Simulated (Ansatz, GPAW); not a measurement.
# Geometry or basis: what sets the conductance of butadiene-1,4-dithiol between two Ir chains, part 2 of 3

Wanted: T(E) of butadiene-1,4-dithiol between two Ir chains at a relaxed geometry in two programs, beside the unrelaxed structure.

GPAW 26.7.0 and Ansatz 0.2.0; Ansatz plane waves; relaxation of the junction with the lead ends held (the session's first sound run).

So far, transmission at the Fermi level (one spin): step 3 (plane waves, PBE) 0.465. Also open channels of the lead at the Fermi level (one spin): step 3 6.

## 4. Double-zeta polarised basis

Localised orbitals split the wire into layers that couple to their neighbours alone, which is what the Green's function method needs; double zeta with polarisation is the usual level for numbers.

This step: GPAW LCAO, PAW setups; Landauer transmission from Green's functions with principal layers (ASE), zero bias (GPAW 26.7.0).

Input file run.py:

```python
import json
import numpy as np
from ase import Atoms
from ase.transport.calculators import TransportCalculator
from gpaw import GPAW, FermiDirac
from gpaw.lcao.tools import get_lcao_hamiltonian
from scipy.linalg import eigh

# The junction with lead layers at both ends, along the third cell vector
device = Atoms(
    ['Ir', 'Ir', 'Ir', 'Ir', 'Ir', 'Ir', 'Ir', 'Ir', 'S', 'H', 'C', 'C', 'H', 'H', 'C', 'C', 'H', 'S', 'Ir', 'Ir', 'Ir', 'Ir', 'Ir', 'Ir', 'Ir', 'Ir'],
    positions=[
        [5.52442, 4.50000, 1.15000],
        [5.52442, 4.50000, 3.45000],
        [5.52442, 4.50000, 5.75000],
        [5.52442, 4.50000, 8.05000],
        [5.52442, 4.50000, 10.35000],
        [5.52442, 4.50000, 12.65000],
        [4.26962, 4.40620, 14.56322],
        [5.11292, 4.45870, 16.69257],
        [3.84871, 4.43743, 18.46795],
        [6.45127, 4.48925, 20.28652],
        [4.30679, 4.45828, 20.12630],
        [5.50660, 4.48048, 20.83812],
        [3.38452, 4.44875, 20.71983],
        [7.67900, 4.51467, 22.37121],
        [5.55677, 4.48939, 22.25132],
        [6.75615, 4.50708, 22.96395],
        [4.61213, 4.48215, 22.80298],
        [7.21252, 4.52006, 24.62298],
        [5.94477, 4.50857, 26.39602],
        [6.78444, 4.53044, 28.52737],
        [5.52442, 4.50000, 30.43941],
        [5.52442, 4.50000, 32.73941],
        [5.52442, 4.50000, 35.03941],
        [5.52442, 4.50000, 37.33941],
        [5.52442, 4.50000, 39.63941],
        [5.52442, 4.50000, 41.93941]],
    cell=[[11.04883, 0.0, 0.0], [0.0, 9.0, 0.0], [0.0, 0.0, 43.08941]],
    pbc=True)

# One principal layer of the lead: the first 5 atoms of the device
lead = Atoms(
    ['Ir', 'Ir', 'Ir', 'Ir', 'Ir'],
    positions=[
        [5.52442, 4.50000, 1.15000],
        [5.52442, 4.50000, 3.45000],
        [5.52442, 4.50000, 5.75000],
        [5.52442, 4.50000, 8.05000],
        [5.52442, 4.50000, 10.35000]],
    cell=[[11.04883, 0.0, 0.0], [0.0, 9.0, 0.0], [0.0, 0.0, 11.5]],
    pbc=True)

settings = dict(mode='lcao', basis='dzp', xc='PBE', h=0.2,
                occupations=FermiDirac(0.1), maxiter=250,
                mixer=dict(beta=0.1, nmaxold=8, weight=100.0),
                convergence=dict(density=0.0001))
energies = np.arange(-2, 2 + 1e-9, 0.025)
eta = 0.0001
n1, n2 = 1, 1
# k and -k transmit alike, so half of the mesh across the current serves
mesh = [(i, j) for i in range(n1) for j in range(n2) if (i, j) <= (-i % n1, -j % n2)]
weights = np.array([1 if (i, j) == (-i % n1, -j % n2) else 2 for i, j in mesh]) / (n1 * n2)


def ground_state(atoms, size, txt):
    atoms.calc = GPAW(kpts={'size': size, 'gamma': True}, symmetry={'tolerance': 1e-3}, txt=txt, **settings)
    atoms.get_potential_energy()
    return atoms.calc.get_fermi_level()


def blocks(atoms, fermi, points, nz, cells):
    """H - E_F S and S between cell 0 and the cells above it, at each point across the current."""
    kz = np.arange(nz) / nz
    calc = atoms.calc.fixed_density(kpts=[(*k, z) for k in points for z in kz], symmetry='off', txt=None)
    H, S = get_lcao_hamiltonian(calc)
    H = (H - fermi * S).reshape(len(H), len(points), nz, *S.shape[1:])
    S = S.reshape(H.shape[1:])
    phases = [np.exp(-2j * np.pi * kz * R) / nz for R in cells]
    return [(np.einsum('skzij,z->ksij', H, p), np.einsum('kzij,z->kij', S, p)) for p in phases]


def pair(a, b):
    return np.block([[a, b], [b.T.conj(), a]])


def count_channels(h, s, cells, nk=240):
    """Half the number of times that the lead's bands cross each energy, unfolded to its shortest repeat."""
    b = len(h) // cells
    bands = []
    for k in (np.arange(nk + 1) + 0.5) / nk:
        hk, sk = h[:b, :b].copy(), s[:b, :b].copy()
        for R in range(1, cells):
            phase, block = np.exp(2j * np.pi * k * R), slice(R * b, (R + 1) * b)
            hk += h[:b, block] * phase + (h[:b, block] * phase).T.conj()
            sk += s[:b, block] * phase + (s[:b, block] * phase).T.conj()
        w, u = eigh(sk)
        x = u[:, w > 1e-5] / w[w > 1e-5]**0.5  # drop near-dependent combinations
        bands.append(np.r_[eigh(x.T.conj() @ hk @ x, eigvals_only=True), [1e9] * (w <= 1e-5).sum()])
    below = np.array(bands)[:, :, None] < energies
    return (below[1:] != below[:-1]).sum((0, 1)) / 2


fermi_lead = ground_state(lead, (1, 1, 10), 'lead.txt')
fermi_device = ground_state(device, (1, 1, 2), 'device.txt')
T, channels, eigen, tail, misfit, shifts = [], [], [], 0.0, 0.0, []
for first in range(0, len(mesh), 164):
    points = [(i / n1, j / n2) for i, j in mesh[first:first + 164]]
    (H0k, S0k), (H1k, S1k), (H2k, _) = blocks(lead, fermi_lead, points, 5, range(3))
    [(Hk, Sk)] = blocks(device, fermi_device, points, 2, [0])
    tail = max(tail, abs(H2k).max())
    for H0, S0, H1, S1, H, S in zip(H0k, S0k, H1k, S1k, Hk, Sk):
        n = len(S0)
        # Shift the lead onto the potential of the device's first layer
        shift = ((H[:, 0, 0] - H0[:, 0, 0]) / S0[0, 0]).real.mean()
        shifts.append(shift)
        misfit = max(misfit, abs(H[:, :n, :n] - H0 - shift * S0).max())
        Tk, Ck, Ek = [], [], []
        for s in range(len(H)):
            t = s % len(H0)  # a lead without moments serves both spins
            h1, s1 = pair(H0[t] + shift * S0, H1[t] + shift * S1), pair(S0, S1)
            leads = dict(h1=h1, s1=s1, energies=energies, eta=eta, eta1=eta, eta2=eta)
            calc = TransportCalculator(h=H[s], s=S, eigenchannels=3, **leads)
            Tk.append(calc.get_transmission())
            Ek.append(np.sort(calc.eigenchannels_ne, axis=0)[::-1])
            Ck.append(count_channels(h1, s1, 10))
        T.append(Tk)
        channels.append(Ck)
        eigen.append(Ek)
T, channels = np.array(T), np.array(channels)
mean, open_channels = np.einsum('kse,k->se', T, weights), np.einsum('kse,k->se', channels, weights)

print(f'basis functions: device {len(S)}, principal layer {n}')
print(f'Fermi level: lead {fermi_lead:.4f} eV, device {fermi_device:.4f} eV; lead shifted by {np.mean(shifts):.4f} eV')
print(f'largest coupling past the next layer {tail:.2e} eV, largest misfit of the first layer {misfit:.3f} eV')
print('  E-E_F (eV)   ' + 'T (one spin)  channels')
for e, t, c in zip(energies, mean.T, open_channels.T):
    print(f'{e:10.3f}  ', *[f'{x:11.4e}' for x in t], *[f'{x:9.4f}' for x in c])

kT = 8.617333e-5 * 300
fine = np.linspace(energies[0], energies[-1], 4001)
both = np.exp(np.interp(fine, energies, np.log(np.maximum(mean.sum(0) * 2 / len(mean), 1e-30))))
fermi = lambda mu: 1 / (1 + np.exp(np.clip((fine - mu) / kT, -200, 200)))
slope = fermi(0) * (1 - fermi(0)) / kT
G = np.trapezoid(both * slope, fine) / 2
seebeck = -np.trapezoid(both * slope * fine, fine) / (2 * G * 300) * 1e6
print(f'conductance at 300 K: {G:.5g} G0 a cell; thermopower {seebeck:.4g} uV/K')
bias = [0.1, 0.2, 0.5, 1.0, 1.5, 2.0]
current = [38.74 * np.trapezoid(both * (fermi(V / 2) - fermi(-V / 2)), fine) for V in bias]
for V, I in zip(bias, current):
    print(f'current from the zero-bias T(E) at {V} V: {I:.5g} uA')
zero = abs(energies).argmin()
json.dump(dict(energies=energies.tolist(), T=mean.tolist(), channels=open_channels.tolist(), G=G, seebeck=seebeck,
               bias=bias, current=current, tail=tail, misfit=misfit, shift=np.mean(shifts), n_device=len(S), n_lead=n,
               fermi=[fermi_lead, fermi_device], energy=device.get_potential_energy(),
               moments=device.get_magnetic_moments().tolist(), mesh=mesh, weights=weights.tolist(),
               T_k=T[:, :, zero].tolist(), eigen=np.array(eigen[0]).tolist()), open('result.json', 'w'))
```

On the command line:

```sh
$ OMP_NUM_THREADS=1 OPENBLAS_NUM_THREADS=1 python run.py
```

Wall time 7.3 min (1 thread of Intel Xeon Platinum 8375C at 2.90GHz (Ice Lake), shared host); peak memory 1.8 GiB.

Numbers from this step:

| Property | Result |
| --- | --- |
| conductance | 0.5055 G₀ |
| largest coupling past the next principal layer | 1.48e-6 eV |
| largest misfit of the first principal layer | 0.1872 eV |
| shift that aligns the lead | -0.001354 eV |
| basis functions of the junction | 530 |
| basis functions of a principal layer | 135 |
| transmission at the Fermi level (one spin) | 0.4824 |

One spin. Transmission, zone mean against energy, zero at the Fermi level:

energy (eV), transmission, zone mean and a bar:
```
   -2.000       0.29 #########
   -1.900       0.28 ########
   -1.800       0.28 #########
   -1.700       0.32 ##########
   -1.600       0.42 #############
   -1.500       0.65 ###################
   -1.400       0.99 ##############################
   -1.300       0.14 ####
   -1.200       0.07 ##
   -1.100       0.08 ###
   -1.000       0.14 ####
   -0.900       0.27 ########
   -0.800       0.43 #############
   -0.700       0.56 #################
   -0.600       0.70 #####################
   -0.500       0.88 ###########################
   -0.400       1.00 ##############################
   -0.300       0.90 ###########################
   -0.200       0.68 ####################
   -0.100       0.53 ################
    0.000       0.48 ##############
    0.100       0.78 #######################
    0.175       0.97 #############################
    0.200       0.97 #############################
    0.300       0.64 ###################
    0.400       0.33 ##########
    0.500       0.38 ###########
    0.575       0.94 ############################
    0.600       0.92 ############################
    0.700       0.09 ###
    0.800       0.02 #
    0.900       0.01 
    1.000       0.00 
    1.100       0.00 
    1.200       0.00 
    1.300       0.00 
    1.400       0.00 
    1.500       0.00 
    1.600       0.00 
    1.700       0.00 
    1.800       0.00 
    1.900       0.00 
    2.000       0.00
```

Not self-consistent under bias; the bias window is split evenly. Current through one cell, from the zero-bias transmission against bias:

| bias (V) | current through one cell, from the zero-bias transmission (μA) |
| --- | --- |
| 0.100 | 4.00 |
| 0.200 | 8.52 |
| 0.500 | 26.2 |
| 1.000 | 53.5 |
| 1.500 | 74.5 |
| 2.000 | 81.0 |

Transmission of the three most open eigenchannels against energy, zero at the Fermi level:

| energy (eV) | channel 1 | channel 2 | channel 3 |
| --- | --- | --- | --- |
| -2.000 | 0.265 | 0.0283 | 5.0e-4 |
| -1.900 | 0.255 | 0.0242 | 3.0e-4 |
| -1.800 | 0.264 | 0.0205 | 1.8e-4 |
| -1.700 | 0.301 | 0.0212 | 9.7e-5 |
| -1.600 | 0.400 | 0.0220 | 3.6e-5 |
| -1.500 | 0.645 | 2.0e-4 | 2.5e-5 |
| -1.400 | 0.991 | 5.4e-4 | 1.6e-4 |
| -1.300 | 0.141 | 0.00236 | 6.8e-5 |
| -1.200 | 0.0644 | 0.00386 | 4.3e-5 |
| -1.100 | 0.0767 | 0.00745 | 3.0e-5 |
| -1.000 | 0.125 | 0.0179 | 2.4e-5 |
| -0.900 | 0.230 | 0.0415 | 2.0e-5 |
| -0.800 | 0.376 | 0.0566 | 2.0e-5 |
| -0.700 | 0.517 | 0.0395 | 2.2e-5 |
| -0.600 | 0.679 | 0.0200 | 2.7e-5 |
| -0.500 | 0.875 | 0.0102 | 3.8e-5 |
| -0.400 | 0.996 | 0.00597 | 5.5e-5 |
| -0.300 | 0.891 | 0.00416 | 7.6e-5 |
| -0.200 | 0.673 | 0.00331 | 8.9e-5 |
| -0.100 | 0.529 | 0.00271 | 7.9e-5 |
| 0.000 | 0.480 | 0.00208 | 5.2e-5 |
| 0.100 | 0.778 | 0.00216 | 1.3e-5 |
| 0.200 | 0.966 | 8.2e-4 | 5.7e-6 |
| 0.300 | 0.643 | 3.2e-4 | 4.3e-6 |
| 0.400 | 0.328 | 1.3e-4 | 3.8e-6 |
| 0.500 | 0.379 | 4.3e-5 | 4.0e-6 |
| 0.600 | 0.920 | 1.1e-5 | 5.2e-6 |
| 0.700 | 0.0885 | 1.0e-5 | 1.5e-6 |
| 0.800 | 0.0200 | 2.4e-5 | 1.5e-7 |
| 0.900 | 0.00813 | 3.0e-5 | 1.3e-9 |
| 1.000 | 0.00454 | 3.4e-5 | 4.2e-9 |
| 1.100 | 0.00311 | 4.3e-5 | 4.1e-8 |
| 1.200 | 0.00245 | 5.9e-5 | 1.8e-7 |
| 1.300 | 0.00215 | 8.6e-5 | 5.1e-7 |
| 1.400 | 0.00205 | 1.3e-4 | 1.2e-6 |
| 1.500 | 0.00205 | 2.0e-4 | 2.4e-6 |
| 1.600 | 0.00212 | 3.1e-4 | 4.6e-6 |
| 1.700 | 0.00214 | 4.5e-4 | 8.1e-6 |
| 1.800 | 0.00190 | 5.6e-4 | 1.3e-5 |
| 1.900 | 8.0e-4 | 4.8e-4 | 1.2e-5 |
| 2.000 | 4.3e-5 | 7.1e-11 | 3.9e-11 |

At the Fermi level T is 0.482 against 0.465 in plane waves. Couplings past the next layer reach 1.5e-6 eV, small enough to drop; the matrix elements of the cell's first layer differ from the bulk lead's by up to 0.19 eV. That layer keeps its own values in the calculation, and only beyond it is the lead taken as perfect. The Fermi levels of lead and junction count from different zeros of potential, one for each periodic cell; with both set to zero, the small remaining shift is what aligns them. Without spin-orbit coupling, which is large for these atoms, channel counts and T are those of the scalar-relativistic bands. By hand: G = 0.5055 × 77.48 μS = 39.2 μS, a resistance of 25.5 kΩ; at 0.1 V a linear junction would pass 3.92 μA, and the integral over the bias window gives 4.00 μA.

## 5. Single-zeta polarised basis

One radial function a shell plus polarisation makes the matrices smaller; the question is what that costs.

run.py: that of step 4 with these lines changed.

```diff
@@ -53,3 +53,3 @@
 
-settings = dict(mode='lcao', basis='dzp', xc='PBE', h=0.2,
+settings = dict(mode='lcao', basis='szp(dzp)', xc='PBE', h=0.2,
                 occupations=FermiDirac(0.1), maxiter=250,
```

It took 5.3 min on 1 thread; peak memory 1.8 GiB.

This step gave:

```
conductance                                 : 0.4943 G₀
largest misfit of the first principal layer : 0.2031 eV
shift that aligns the lead                  : 0.002363 eV
basis functions of the junction             : 310
basis functions of a principal layer        : 75
transmission at the Fermi level (one spin)  : 0.4743
```

The conductance, 0.494 G₀, lies 2.2 % below that of the dzp run.

## 6. GPAW, sz: basis = "sz(dzp)"

The minimal basis is the cheapest rung: no second zeta and no polarisation.

run.py: that of step 5 with these lines changed.

```diff
@@ -53,3 +53,3 @@
 
-settings = dict(mode='lcao', basis='szp(dzp)', xc='PBE', h=0.2,
+settings = dict(mode='lcao', basis='sz(dzp)', xc='PBE', h=0.2,
                 occupations=FermiDirac(0.1), maxiter=250,
```

It took 3.7 min on 1 thread; peak memory 1.7 GiB.

This step gave:

```
conductance                                    : 0.5541 G₀
largest coupling past the next principal layer : 1.47e-6 eV
largest misfit of the first principal layer    : 0.1096 eV
shift that aligns the lead                     : 0.007161 eV
basis functions of the junction                : 220
basis functions of a principal layer           : 60
transmission at the Fermi level (one spin)     : 0.5272
```

One spin. The transmission, zone mean by energy, zero at the Fermi level:

| energy (eV) | transmission, zone mean |
| --- | --- |
| -2.000 | 0.359 |
| -1.800 | 0.554 |
| -1.600 | 1.00 |
| -1.400 | 0.244 |
| -1.200 | 0.0271 |
| -1.000 | 0.0444 |
| -0.800 | 0.184 |
| -0.600 | 0.426 |
| -0.400 | 0.943 |
| -0.350 | 1.01 |
| -0.200 | 0.664 |
| 0.000 | 0.527 |
| 0.150 | 0.998 |
| 0.200 | 0.995 |
| 0.400 | 0.882 |
| 0.450 | 0.983 |
| 0.600 | 0.0565 |
| 0.800 | 0.00597 |
| 1.000 | 0.00246 |
| 1.200 | 0.00195 |
| 1.400 | 0.00230 |
| 1.600 | 0.00352 |
| 1.800 | 0.00553 |
| 2.000 | 3.5e-5 |

The conductance, 0.554 G₀, lies 10 % above that of the dzp run.

## 7. LDA in the dzp basis: xc = "LDA"

Back in the dzp basis, the functional changes from PBE to LDA, to set the spread between functionals beside that between bases.

run.py: that of step 6 with these lines changed.

```diff
@@ -53,3 +53,3 @@
 
-settings = dict(mode='lcao', basis='sz(dzp)', xc='PBE', h=0.2,
+settings = dict(mode='lcao', basis='dzp', xc='LDA', h=0.2,
                 occupations=FermiDirac(0.1), maxiter=250,
```

The job ended after 6.3 min (1 thread; peak memory 1.8 GiB).

Numbers from this step:

```yaml
conductance: 0.4959 G₀
largest_coupling_past_the_next_principal_layer: 1.53e-6 eV
largest_misfit_of_the_first_principal_layer: 0.1927 eV
shift_that_aligns_the_lead: -9.41e-4 eV
basis_functions_of_the_junction: 530
basis_functions_of_a_principal_layer: 135
transmission_at_the_fermi_level_one_spin: 0.4744
```

One spin. Table of transmission, zone mean by energy, zero at the Fermi level:

| energy (eV) | transmission, zone mean |
| --- | --- |
| -2.000 | 0.310 |
| -1.900 | 0.296 |
| -1.800 | 0.301 |
| -1.700 | 0.342 |
| -1.600 | 0.443 |
| -1.500 | 0.663 |
| -1.400 | 0.993 |
| -1.300 | 0.159 |
| -1.200 | 0.0684 |
| -1.100 | 0.0822 |
| -1.000 | 0.139 |
| -0.900 | 0.263 |
| -0.800 | 0.432 |
| -0.700 | 0.565 |
| -0.600 | 0.702 |
| -0.500 | 0.883 |
| -0.400 | 1.00 |
| -0.300 | 0.889 |
| -0.200 | 0.666 |
| -0.100 | 0.525 |
| 0.000 | 0.474 |
| 0.100 | 0.724 |
| 0.175 | 0.964 |
| 0.200 | 0.951 |
| 0.300 | 0.557 |
| 0.400 | 0.263 |
| 0.500 | 0.307 |
| 0.600 | 0.951 |
| 0.700 | 0.0812 |
| 0.800 | 0.0181 |
| 0.900 | 0.00745 |
| 1.000 | 0.00424 |
| 1.100 | 0.00296 |
| 1.200 | 0.00240 |
| 1.300 | 0.00216 |
| 1.400 | 0.00213 |
| 1.500 | 0.00223 |
| 1.600 | 0.00242 |
| 1.700 | 0.00258 |
| 1.800 | 0.00240 |
| 1.900 | 0.00103 |
| 2.000 | 4.3e-5 |

The conductance, 0.496 G₀, lies 1.9 % below that of the dzp run.

## 8. Without the relaxation: geometry = "as built"

The dzp basis with PBE on the structure as first built shows what the relaxation was worth.

run.py: that of step 7 with these lines changed.

```diff
@@ -18,16 +18,16 @@
         [5.52442, 4.50000, 12.65000],
-        [4.26962, 4.40620, 14.56322],
-        [5.11292, 4.45870, 16.69257],
-        [3.84871, 4.43743, 18.46795],
-        [6.45127, 4.48925, 20.28652],
-        [4.30679, 4.45828, 20.12630],
-        [5.50660, 4.48048, 20.83812],
-        [3.38452, 4.44875, 20.71983],
-        [7.67900, 4.51467, 22.37121],
-        [5.55677, 4.48939, 22.25132],
-        [6.75615, 4.50708, 22.96395],
-        [4.61213, 4.48215, 22.80298],
-        [7.21252, 4.52006, 24.62298],
-        [5.94477, 4.50857, 26.39602],
-        [6.78444, 4.53044, 28.52737],
+        [5.52442, 4.50000, 14.95000],
+        [5.52442, 4.50000, 17.25000],
+        [3.64537, 4.49999, 18.74304],
+        [6.16474, 4.50000, 20.12671],
+        [4.07405, 4.49999, 20.41871],
+        [5.34559, 4.50000, 20.84291],
+        [3.25000, 4.49999, 21.12671],
+        [7.79883, 4.49999, 21.96271],
+        [5.70325, 4.50000, 22.24650],
+        [6.97479, 4.49999, 22.67070],
+        [4.88409, 4.50000, 22.96270],
+        [7.40347, 4.49999, 24.34637],
+        [5.52442, 4.50000, 25.83941],
+        [5.52442, 4.50000, 28.13941],
         [5.52442, 4.50000, 30.43941],
@@ -53,3 +53,3 @@
 
-settings = dict(mode='lcao', basis='dzp', xc='LDA', h=0.2,
+settings = dict(mode='lcao', basis='dzp', xc='PBE', h=0.2,
                 occupations=FermiDirac(0.1), maxiter=250,
```

Run time: 6.8 min. Hardware: 1 thread; peak memory 1.8 GiB.

This step gave:

| Quantity | Value |
| --- | --- |
| conductance | 0.5986 G₀ |
| largest coupling past the next principal layer | 1.48e-6 eV |
| largest misfit of the first principal layer | 0.1957 eV |
| shift that aligns the lead | -0.01246 eV |
| transmission at the Fermi level (one spin) | 0.6387 |

One spin. Table of transmission, zone mean by energy, zero at the Fermi level:

| energy (eV) | transmission, zone mean |
| --- | --- |
| -2.000 | 0.236 |
| -1.900 | 0.162 |
| -1.800 | 0.126 |
| -1.700 | 0.111 |
| -1.600 | 0.113 |
| -1.500 | 0.142 |
| -1.400 | 0.313 |
| -1.350 | 0.976 |
| -1.300 | 0.800 |
| -1.200 | 0.826 |
| -1.125 | 0.883 |
| -1.100 | 0.870 |
| -1.000 | 0.764 |
| -0.900 | 0.790 |
| -0.800 | 0.845 |
| -0.700 | 0.900 |
| -0.600 | 0.950 |
| -0.500 | 0.981 |
| -0.400 | 0.996 |
| -0.300 | 0.997 |
| -0.275 | 0.997 |
| -0.200 | 0.974 |
| -0.100 | 0.803 |
| 0.000 | 0.639 |
| 0.100 | 0.173 |
| 0.175 | 0.983 |
| 0.200 | 0.884 |
| 0.300 | 0.212 |
| 0.400 | 0.0893 |
| 0.500 | 0.0519 |
| 0.600 | 0.0367 |
| 0.700 | 0.0274 |
| 0.800 | 0.0226 |
| 0.900 | 0.0198 |
| 1.000 | 0.0181 |
| 1.100 | 0.0171 |
| 1.200 | 0.0165 |
| 1.300 | 0.0162 |
| 1.400 | 0.0160 |
| 1.500 | 0.0159 |
| 1.600 | 0.0157 |
| 1.700 | 0.0149 |
| 1.800 | 0.0122 |
| 1.900 | 0.00375 |
| 2.000 | 1.2e-4 |

The conductance, 0.599 G₀, lies 18 % above that of the dzp run. At 0.075 eV T drops to or jumps from 0.0471 where the lead's channel count changes: a band edge of the lead lies in the thermal window, and enters the average.

## 9. All levels side by side

Times are wall times on the hardware named with each run. Results by setting:

| no. | run | conductance (G₀) | time | memory (GiB) |
| --- | --- | --- | --- | --- |
| 1 | pw PBE | 0.5081 | 3.6 min | 6.6 |
| 2 | dzp | 0.5055 | 7.3 min | 1.8 |
| 3 | szp | 0.4943 | 5.3 min | 1.8 |
| 4 | sz | 0.5541 | 3.7 min | 1.7 |
| 5 | dzp LDA | 0.4959 | 6.3 min | 1.8 |
| 6 | asbuilt | 0.5986 | 6.8 min | 1.8 |

[end of part 2 of 3]

[Logs are printed without paths, hosts, clocks, repeated set-up lines and the standing remarks that a program may print on its own settings, such as how far it seeks lower states.]

[Hosts, paths, dates, database ids (printed as entryN), source tags and the programs' standing remarks are cut or masked in the printed files.]
